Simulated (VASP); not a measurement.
# ZrGe (Fm-3m): band edges, masses and strain

Aim: the gap of ZrGe, the masses at its band edges and their response to strain. The cell is generated by rule, not measured, and may not be a known phase.

Calculated with VASP 6.6.1; PBEsol; plane waves and PAW (Zr_sv, Ge_d), in the first sound run; inputs show where later runs differ.

The structure was built from a prototype and need not be the compound's stable phase.

### 1. Starting point

Symmetry: Fm-3m, No. 225, cubic system. Conventional cell: a = 5.640 Å, b = 5.640 Å, c = 5.640 Å, α = 90.00°, β = 90.00°, γ = 90.00°. Nearest to Zr lie 6 Ge at 2.82 Å. Nearest to Ge lie 6 Zr at 2.82 Å. Farther neighbours are not listed.

### 2. Relaxation of the atoms

The cell is kept as given; the atoms are relaxed first, so that no residual force shifts the band edges.

The input, INCAR:

```
SYSTEM = ZrGe
PREC = Accurate
ENCUT = 410
EDIFF = 1E-06
NELM = 100
ISMEAR = 0
SIGMA = 0.02
LREAL = .FALSE.
ALGO = Normal
GGA = PS
NBANDS = 19
LASPH = .TRUE.
LORBIT = 11
LWAVE = .FALSE.
LCHARG = .FALSE.
KPAR = 4
IBRION = 2
NSW = 40
ISIF = 2
EDIFFG = -0.005
```

The input, POSCAR:

```
ZrGe
1.0
    0.0000000000      2.8200000000      2.8200000000
    2.8200000000      0.0000000000      2.8200000000
    2.8200000000      2.8200000000      0.0000000000
Zr Ge
1 1
Direct
    0.0000000000      0.0000000000      0.0000000000
    0.5000000000      0.5000000000      0.5000000000
```

The input, KPOINTS:

```
Automatic mesh
0
Gamma
8 8 8
0 0 0
```

Potentials, in the order of the species: Zr_sv and Ge_d (PBE family, release 64).

Run with:

```bash
$ mpirun -np 4 vasp_std
```

The program printed:

```text
[banner, memory and clock lines left out]
running    4 mpi-ranks, on    1 nodes
 distrk:  each k-point on    1 cores,    4 groups
 distr:  one band on    1 cores,    1 groups

 POSCAR found type information on POSCAR ZrGe
 POSCAR found :  2 types and       2 ions
|                                                                             |
|               ----> ADVICE to this user running VASP <----                  |
|                                                                             |
|     You enforced a specific xc type in the INCAR file but a different       |
|     [... a line on the potential file left out ...]
|     I HOPE YOU KNOW WHAT YOU ARE DOING!                                     |
|                                                                             |

 LDA part: xc-table for (Slater+PW92), standard interpolation
 POSCAR, INCAR and KPOINTS ok, starting setup
 FFT: planning ... GRIDC
 FFT: planning ... GRID_SOFT
 FFT: planning ... GRID
 WAVECAR not read
 entering main loop
       N       E                     dE             d eps       ncg     rms          rms(c)
DAV:   1     0.207630813275E+03    0.20763E+03   -0.12053E+04  1236   0.256E+03
DAV:   2     0.601713389133E+01   -0.20161E+03   -0.19672E+03  1120   0.567E+02
DAV:   3    -0.157492915523E+02   -0.21766E+02   -0.21511E+02  1280   0.127E+02
DAV:   4    -0.167732858280E+02   -0.10240E+01   -0.10199E+01  1766   0.259E+01
DAV:   5    -0.167899761511E+02   -0.16690E-01   -0.16688E-01  1331   0.286E+00    0.112E+01
DAV:   6    -0.154730284909E+02    0.13169E+01   -0.32877E+00  1791   0.309E+01    0.337E+00
DAV:   7    -0.154310339177E+02    0.41995E-01   -0.29676E-01  1467   0.523E+00    0.134E+00
DAV:   8    -0.154270788246E+02    0.39551E-02   -0.32127E-02  1409   0.252E+00    0.303E-01
DAV:   9    -0.154262597905E+02    0.81903E-03   -0.75362E-03  1502   0.976E-01    0.135E-01
DAV:  10    -0.154260706589E+02    0.18913E-03   -0.12274E-03  1186   0.301E-01    0.244E-02
DAV:  11    -0.154260721211E+02   -0.14622E-05   -0.64308E-05  1373   0.669E-02    0.144E-02
DAV:  12    -0.154260692184E+02    0.29028E-05   -0.98050E-06  1251   0.249E-02    0.706E-03
DAV:  13    -0.154260690225E+02    0.19591E-06   -0.36292E-06  1041   0.138E-02
   1 F= -.15426069E+02 E0= -.15425809E+02  d E =-.154261E+02
 curvature:   0.00 expect dE= 0.000E+00 dE for cont linesearch  0.000E+00
 trial: gam= 0.00000 g(F)=  0.175E-58 g(S)=  0.000E+00 ort = 0.000E+00 (trialstep = 0.100E+01)
 search vector abs. value=  0.100E-09
 reached required accuracy - stopping structural energy minimisation
```

Elapsed: 4.4 s, on 4 MPI ranks of Intel Xeon 6975P-C (Granite Rapids), shared host; peak memory 0.59 GiB; 15 s of CPU time.

Lines that name or quote the potential files are left out of all logs, and their timing lines are given in words.

From OUTCAR (step 2):

```text
ion  position               nearest neighbor table
   1  0.000  0.000  0.000-   2 2.82   2 2.82   2 2.82   2 2.82   2 2.82   2 2.82
   2  0.500  0.500  0.500-   1 2.82   1 2.82   1 2.82   1 2.82   1 2.82   1 2.82

  LATTYP: Found a face centered cubic cell.
 ALAT       =     5.6400000000

 Subroutine GETGRP returns: Found 48 space group operations
 (whereof 48 operations were pure point group operations)

The static configuration has the point symmetry O_h .

 Found     29 irreducible k-points:

   k-points           NKPTS =     29   k-points in BZ     NKDIM =     29   number of bands    NBANDS=     19

   dimension x,y,z NGX =    28 NGY =   28 NGZ =   28
   dimension x,y,z NGXF=    56 NGYF=   56 NGZF=   56

   ENCUT  =  410.0 eV  30.13 Ry    5.49 a.u.   6.58  6.58  6.58*2*pi/ulx,y,z

   NELECT =      26.0000    total number of electrons

 k-points in reciprocal lattice and weights: Automatic mesh
   0.00000000  0.00000000  0.00000000       0.002
   0.12500000  0.00000000  0.00000000       0.016
   0.25000000  0.00000000  0.00000000       0.016
   0.37500000  0.00000000  0.00000000       0.016
   0.50000000  0.00000000  0.00000000       0.008
   0.12500000  0.12500000  0.00000000       0.012
   0.25000000  0.12500000  0.00000000       0.047
   0.37500000  0.12500000  0.00000000       0.047
   0.50000000  0.12500000  0.00000000       0.047
[...]
-0.37500000  0.50000000  0.12500000       0.023
  -0.25000000  0.50000000  0.25000000       0.012

 average (electrostatic) potential at core
       1 -77.0896       2 -71.1352

 E-fermi :   6.9007

 k-point     1 :       0.0000    0.0000    0.0000
  band No.  band energies     occupation
    ...
      6     -16.7784      2.00000
      7     -16.7457      2.00000
      8     -16.7457      2.00000
      9     -16.7457      2.00000
     10      -2.8916      2.00000
     11       7.1464      0.00000
     12       7.1465      0.00000
     13       7.1465      0.00000
     14       7.8034      0.00000
     15       7.8034      0.00000
    ...

 k-point     2 :       0.1250    0.0000    0.0000
  band No.  band energies     occupation
    ...
      9     -16.7447      2.00000
     10      -2.6708      2.00000
     11       6.3852      2.00000
     12       6.7614      2.00000
     13       6.7614      2.00000
     14       7.4910      0.00000
     15       7.4911      0.00000
     16       8.7768      0.00000
     17      10.2330      0.00000
     18      10.2330      0.00000
    ...

 k-point     3 :       0.2500    0.0000    0.0000
  band No.  band energies     occupation
    ...
      9     -16.7426      2.00000
     10      -2.0518      2.00000
     11       4.7521      2.00000
     12       5.8102      2.00000
     13       5.8102      2.00000
     14       7.9826      0.00000
     15       7.9826      0.00000
     16       8.7574      0.00000
     17      12.0174      0.00000
     18      12.0174      0.00000
    ...

  Total       -3.2536528     -3.2536528     -3.2536528      0.0000000      0.0000000     -0.0000000
  in kB     -116.2263152   -116.2263152   -116.2263152      0.0000000      0.0000000     -0.0000000
  external PRESSURE =    -116.2263152 kB  Pullay stress =       0.0000000 kB

  energy-cutoff  :      410.00
  volume of cell :       44.85
      direct lattice vectors                 reciprocal lattice vectors
     0.000000000  2.820000000  2.820000000    -0.177304965  0.177304965  0.177304965
     2.820000000  0.000000000  2.820000000     0.177304965 -0.177304965  0.177304965
     2.820000000  2.820000000  0.000000000     0.177304965  0.177304965 -0.177304965

 POSITION                                       TOTAL-FORCE (eV/Angst)
 -----------------------------------------------------------------------------------
      0.00000      0.00000      0.00000        -0.000000     -0.000000     -0.000000
      2.82000      2.82000      2.82000         0.000000      0.000000      0.000000
 -----------------------------------------------------------------------------------
    total drift:                                0.000000      0.000000      0.000000

  FREE ENERGIE OF THE ION-ELECTRON SYSTEM (eV)
  ---------------------------------------------------
  free  energy   TOTEN  =       -15.4260690225 eV

  energy  without entropy=      -15.4255496960  energy(sigma->0) =      -15.42580936

 reached required accuracy - stopping structural energy minimisation

 total charge
# of ion       s       p       d       tot
------------------------------------------
    1        2.140   5.959   1.569   9.668
    2        1.142   1.306   9.991  12.439
--------------------------------------------------
tot          3.282   7.265  11.560  22.107

[... 3 further parts left out ...]
```

CONTCAR:

```
ZrGe
   1.00000000000000
     0.0000000000000000    2.8199999999999998    2.8199999999999998
     2.8199999999999998    0.0000000000000000    2.8199999999999998
     2.8199999999999998    2.8199999999999998    0.0000000000000000
  Zr              Ge
     1     1
Direct
     0.0000000000000000    0.0000000000000000    0.0000000000000000
     0.5000000000000000    0.5000000000000000    0.5000000000000000
```

The k-mesh is coarse for a metal. The PAW data sets were made with PBE, which is usual practice but a small mismatch for other functionals. The run keeps the 48 symmetry operations of its start, so it cannot find a distortion of lower symmetry.

The forces vanish from the start, and no atom moves.

Numbers from this step:

| Property | Result |
| --- | --- |
| SCF cycles | 13 |
| electrons | 26 |
| bands | 19 |
| irreducible k-points | 29 |
| symmetry operations | 48 |
| free energy (TOTEN) | -15.43 eV |
| energy at zero smearing | -15.43 eV |
| Fermi energy | 6.901 eV |
| pressure | -11.62 GPa |
| metallic | yes |

### 3. Bands on a dense mesh

A dense even mesh and a path are solved together, since either alone can miss a band edge.

INCAR: that of step 2 with these lines changed.

```diff
@@ -10,3 +10,3 @@
 GGA = PS
-NBANDS = 19
+NBANDS = 25
 LASPH = .TRUE.
@@ -16,5 +16,2 @@
 KPAR = 4
-IBRION = 2
-NSW = 40
 ISIF = 2
-EDIFFG = -0.005
```

POSCAR is that of step 2.

The input, KPOINTS:

```
Automatic mesh
0
Gamma
12 12 12
0 0 0
```

The input, KPOINTS_OPT:

```
Line mode
24
Line-mode
Reciprocal
  0.00000000   0.00000000   0.00000000 GAMMA
  0.50000000   0.00000000   0.50000000 X

  0.50000000   0.00000000   0.50000000 X
  0.50000000   0.25000000   0.75000000 W

  0.50000000   0.25000000   0.75000000 W
  0.37500000   0.37500000   0.75000000 K

  0.37500000   0.37500000   0.75000000 K
  0.00000000   0.00000000   0.00000000 GAMMA

  0.00000000   0.00000000   0.00000000 GAMMA
  0.50000000   0.50000000   0.50000000 L

  0.50000000   0.50000000   0.50000000 L
  0.62500000   0.25000000   0.62500000 U

  0.62500000   0.25000000   0.62500000 U
  0.50000000   0.25000000   0.75000000 W

  0.50000000   0.25000000   0.75000000 W
  0.50000000   0.50000000   0.50000000 L

  0.50000000   0.50000000   0.50000000 L
  0.37500000   0.37500000   0.75000000 K

  0.62500000   0.25000000   0.62500000 U
  0.50000000   0.00000000   0.50000000 X
```

Run with:

```bash
$ mpirun -np 4 vasp_std
```

The program printed:

```text
[banner, memory and clock lines left out]
running    4 mpi-ranks, on    1 nodes
 distrk:  each k-point on    1 cores,    4 groups
 distr:  one band on    1 cores,    1 groups

 POSCAR found type information on POSCAR ZrGe
 POSCAR found :  2 types and       2 ions
 [... a notice as in an earlier step ...]

 LDA part: xc-table for (Slater+PW92), standard interpolation
 POSCAR, INCAR and KPOINTS ok, starting setup
 FFT: planning ... GRIDC
 FFT: planning ... GRID_SOFT
 FFT: planning ... GRID
 WAVECAR not read
 entering main loop
       N       E                     dE             d eps       ncg     rms          rms(c)
DAV:   1     0.197312958287E+03    0.19731E+03   -0.11248E+04  4489   0.198E+03
DAV:   2     0.638236906940E+01   -0.19093E+03   -0.18183E+03  3992   0.497E+02
DAV:   3    -0.159374609456E+02   -0.22320E+02   -0.22080E+02  4225   0.100E+02
DAV:   4    -0.167710970478E+02   -0.83364E+00   -0.83230E+00  4730   0.193E+01
DAV:   5    -0.167924844117E+02   -0.21387E-01   -0.21383E-01  4503   0.296E+00    0.112E+01
DAV:   6    -0.154807431961E+02    0.13117E+01   -0.18221E+00  5583   0.235E+01    0.342E+00
DAV:   7    -0.154363588687E+02    0.44384E-01   -0.23532E-01  4549   0.383E+00    0.129E+00
DAV:   8    -0.154327185242E+02    0.36403E-02   -0.35624E-02  4460   0.213E+00    0.275E-01
DAV:   9    -0.154315703041E+02    0.11482E-02   -0.70296E-03  5087   0.991E-01    0.144E-01
DAV:  10    -0.154313618609E+02    0.20844E-03   -0.90306E-04  3876   0.229E-01    0.211E-02
DAV:  11    -0.154313665095E+02   -0.46486E-05   -0.56088E-05  4564   0.592E-02    0.123E-02
DAV:  12    -0.154313624268E+02    0.40827E-05   -0.95264E-06  3755   0.222E-02    0.651E-03
DAV:  13    -0.154313620120E+02    0.41474E-06   -0.13832E-06  3448   0.845E-03
   1 F= -.15431362E+02 E0= -.15431269E+02  d E =-.186975E-03
 Start KPOINTS_OPT (optional k-point list driver)
k-point batch [1-72\240]
       N       E                     dE             ncg
DAV:   1    -0.986092702710E+04   -0.60407E+05     4505
DAV:   2    -0.233252934858E+05   -0.13464E+05     3810
DAV:   3    -0.247958856233E+05   -0.14706E+04     4398
DAV:   4    -0.248534386927E+05   -0.57553E+02     4668
DAV:   5    -0.248546163625E+05   -0.11777E+01     4360
DAV:   6    -0.248546652945E+05   -0.48932E-01     4974
DAV:   7    -0.248546658422E+05   -0.54771E-03     4428
DAV:   8    -0.248546658633E+05   -0.21077E-04     3342
DAV:   9    -0.248546658648E+05   -0.14886E-05     2635
DAV:  10    -0.248546658650E+05   -0.20968E-06     2010
[...]
k-point batch [217-240\240]
       N       E                     dE             ncg
DAV:   1     0.347962891635E+05   -0.23378E+05     1503
DAV:   2     0.303351002584E+05   -0.44612E+04     1249
DAV:   3     0.298540056998E+05   -0.48109E+03     1476
DAV:   4     0.298364570609E+05   -0.17549E+02     1527
DAV:   5     0.298361940927E+05   -0.26297E+00     1460
DAV:   6     0.298361831222E+05   -0.10971E-01     1676
DAV:   7     0.298361830468E+05   -0.75437E-04     1484
DAV:   8     0.298361830435E+05   -0.32055E-05     1023
DAV:   9     0.298361830433E+05   -0.23673E-06      915
```

The job ended after 25 s (4 MPI ranks; peak memory 0.81 GiB).

From OUTCAR (step 3):

```text
The static configuration has the point symmetry O_h .

 Found     72 irreducible k-points:

   k-points           NKPTS =     72   k-points in BZ     NKDIM =     72   number of bands    NBANDS=     25

   NELECT =      26.0000    total number of electrons

 E-fermi :   6.9824

 k-point     1 :       0.0000    0.0000    0.0000
  band No.  band energies     occupation
    ...
      6     -16.7679      2.00000
      7     -16.7352      2.00000
      8     -16.7352      2.00000
      9     -16.7352      2.00000
     10      -2.8881      2.00000
     11       7.1406      0.00000
     12       7.1406      0.00000
     13       7.1406      0.00000
     14       7.7967      0.00000
     15       7.7967      0.00000
    ...

 k-point     2 :       0.0833    0.0000    0.0000
  band No.  band energies     occupation
    ...
      7     -16.7349      2.00000
      8     -16.7348      2.00000
      9     -16.7348      2.00000
     10      -2.7891      2.00000
     11       6.7901      2.00000
     12       7.0401      0.00005
     13       7.0401      0.00005
     14       7.4738      0.00000
     15       7.4738      0.00000
     16       8.8846      0.00000
    ...

  Total       -3.2495275     -3.2495275     -3.2495275     -0.0000000     -0.0000000      0.0000000
  in kB     -116.0789513   -116.0789513   -116.0789513     -0.0000000     -0.0000000      0.0000000
  external PRESSURE =    -116.0789513 kB  Pullay stress =       0.0000000 kB

 POSITION                                       TOTAL-FORCE (eV/Angst)
 -----------------------------------------------------------------------------------
      0.00000      0.00000      0.00000        -0.000000     -0.000000      0.000000
      2.82000      2.82000      2.82000         0.000000      0.000000     -0.000000
 -----------------------------------------------------------------------------------
    total drift:                                0.000000      0.000000      0.000000

  FREE ENERGIE OF THE ION-ELECTRON SYSTEM (eV)
  ---------------------------------------------------
  free  energy   TOTEN  =       -15.4313620120 eV

  energy  without entropy=      -15.4311750375  energy(sigma->0) =      -15.43126852

 total charge
# of ion       s       p       d       tot
------------------------------------------
    1        2.141   5.959   1.565   9.665
    2        1.142   1.308   9.991  12.441
--------------------------------------------------
tot          3.283   7.267  11.556  22.106

[... 6 parts as in an earlier step ...]

[... 6 further parts left out ...]
```

This step gave:

| Property | Result |
| --- | --- |
| bands | 25 |
| irreducible k-points | 72 |
| Fermi energy | 6.982 eV |
| pressure | -11.61 GPa |

The electronic bands at the labelled points (eV, zero at the Fermi level; # counts the bands kept, so #1 is VASP's band 10):

| point | #1 | #2 | #3 | #4 | #5 | #6 | #7 | #8 |
| --- | --- | --- | --- | --- | --- | --- | --- | --- |
| Γ | -9.87 | 0.16 | 0.16 | 0.16 | 0.81 | 0.81 | 2.08 | 2.08 |
| 0.48 of the way | -8.97 | -2.49 | -0.71 | -0.26 | -0.26 | 1.18 | 3.22 | 3.22 |
| X | -8.24 | -2.73 | -1.44 | 0.13 | 0.13 | 1.66 | 2.61 | 2.61 |
| 0.48 of the way | -8.08 | -2.68 | -1.90 | -1.22 | 0.86 | 2.37 | 2.56 | 2.61 |
| W | -7.88 | -2.44 | -2.44 | -2.17 | 2.04 | 2.04 | 2.61 | 2.62 |
| 0.52 of the way | -7.91 | -2.67 | -2.58 | -1.60 | 1.19 | 2.23 | 2.81 | 3.09 |
| K | -7.93 | -2.79 | -2.62 | -1.18 | 0.67 | 2.23 | 2.94 | 3.42 |
| 0.48 of the way | -8.62 | -2.81 | -1.65 | -1.57 | 0.92 | 1.80 | 2.81 | 3.28 |
| Γ | -9.87 | 0.16 | 0.16 | 0.16 | 0.81 | 0.81 | 2.08 | 2.08 |
| 0.48 of the way | -9.10 | -2.08 | -1.10 | -1.10 | 0.94 | 0.94 | 1.76 | 4.88 |
| L | -7.66 | -4.56 | -2.01 | -2.01 | 2.04 | 2.04 | 2.75 | 4.17 |
| 0.48 of the way | -7.74 | -4.06 | -2.19 | -1.78 | 1.65 | 2.02 | 2.53 | 4.71 |
| U | -7.93 | -2.79 | -2.62 | -1.18 | 0.67 | 2.23 | 2.94 | 3.42 |
| 0.48 of the way | -7.91 | -2.67 | -2.58 | -1.60 | 1.19 | 2.23 | 2.81 | 3.09 |
| W | -7.88 | -2.44 | -2.44 | -2.17 | 2.04 | 2.04 | 2.61 | 2.62 |
| 0.52 of the way | -7.76 | -3.91 | -2.22 | -1.76 | 1.80 | 1.81 | 2.52 | 4.71 |
| L | -7.66 | -4.56 | -2.01 | -2.01 | 2.04 | 2.04 | 2.75 | 4.17 |
| 0.48 of the way | -7.74 | -4.06 | -2.19 | -1.78 | 1.65 | 2.02 | 2.53 | 4.71 |
| K | -7.93 | -2.79 | -2.62 | -1.18 | 0.67 | 2.23 | 2.94 | 3.42 |
| jump to U | -7.93 | -2.79 | -2.62 | -1.18 | 0.67 | 2.23 | 2.94 | 3.42 |
| 0.48 of the way | -8.14 | -2.71 | -1.88 | -0.49 | 0.18 | 2.50 | 2.55 | 2.71 |
| X | -8.24 | -2.73 | -1.44 | 0.13 | 0.13 | 1.66 | 2.61 | 2.61 |

Of the projections kept (Zr, Ge), the largest for each band there; the rest of the weight can lie on other orbitals:

| point | #1 | #2 | #3 | #4 | #5 | #6 | #7 | #8 |
| --- | --- | --- | --- | --- | --- | --- | --- | --- |
| Γ | Ge 0.86 | Zr 0.94 | Zr 0.94 | Zr 0.94 | Zr 0.92 | Zr 0.92 | Ge 0.96 | Ge 0.96 |
| X | Ge 0.84 | Ge 0.78 | Zr 0.92 | Ge 0.88 | Ge 0.88 | Zr 0.93 | Zr 1.00 | Zr 1.00 |
| W | Ge 0.87 | Ge 0.54 | Ge 0.54 | Zr 0.50 | Zr 0.79 | Zr 0.79 | Zr 1.00 | Zr 0.89 |
| K | Ge 0.86 | Zr 0.52 | Ge 0.65 | Zr 0.53 | Zr 0.78 | Zr 1.00 | Zr 0.93 | Zr 0.87 |
| Γ | Ge 0.86 | Zr 0.94 | Zr 0.94 | Zr 0.94 | Zr 0.92 | Zr 0.92 | Ge 0.96 | Ge 0.96 |
| L | Ge 0.94 | Ge 0.51 | Zr 0.62 | Zr 0.62 | Zr 0.99 | Zr 0.99 | Zr 0.93 | Ge 0.82 |

The electronic bands as a text plot (rows in eV, shown from -8.0 to 4.8 only):

```
    4.6 |     **         *     *           ** *      *** ***
    4.0 |    *  *      **            *   **  * **  **   *   **
    3.5 |  ***   ****** ** ***  *   *         ** **          ****
    3.0 | *** ***      *********         **   **** *    **   ***
    2.4 |**      ********   * **** *    *  *** *********  *******
    1.9 |*      ***  **  *** *   **************   ***********   *
    1.4 |    ***    *  *  *** *        *     *   *         **
    0.8 |****      *    **   ******* **       ***            *
    0.3 |*      ***            ******                         ***
   -0.3 | ******  *             *  **                          *
   -0.8 |    *     *           **   **                        *
   -1.3 |  *  *****     ***  ***     **       ***           **  *
   -1.9 |   *      *****   ***         *******   * *********   *
   -2.4 |           ********  *       *     ***********    ****
   -2.9 |    *******    **   *                 **  *         ****
   -3.5 |                 ***          *     **     *       *
   -4.0 |                               *   *        **    *
   -4.5 |                                ***           ****
   -5.1 |
   -5.6 |
   -6.1 |
   -6.7 |
   -7.2 |
   -7.7 |           ********             *********************
         Γ       X    W  K        Γ      L     U  W     L   K|U X
```

At -11.6 GPa the cell is away from the equilibrium volume of this level: left free, it would shrink.

(Continued in part 2 of 3.)

[Lines on the potential files, build, host, timing and source positions are cut from VASP's logs without a mark.]

[Logs are printed without paths, hosts, clocks, repeated set-up lines and the standing remarks that a program may print on its own settings, such as how far it seeks lower states.]

[Hosts, paths, dates, database ids (printed as entryN), source tags and the programs' standing remarks are cut or masked in the printed files.]

[In band tables of VASP the shares of atoms and orbitals are scaled to a sum of 1 inside the atoms' spheres.]

[Gaps and slopes under strain along one axis are those of the sampled path and mesh points; where strain splits equal valleys, another of them can be the edge.]
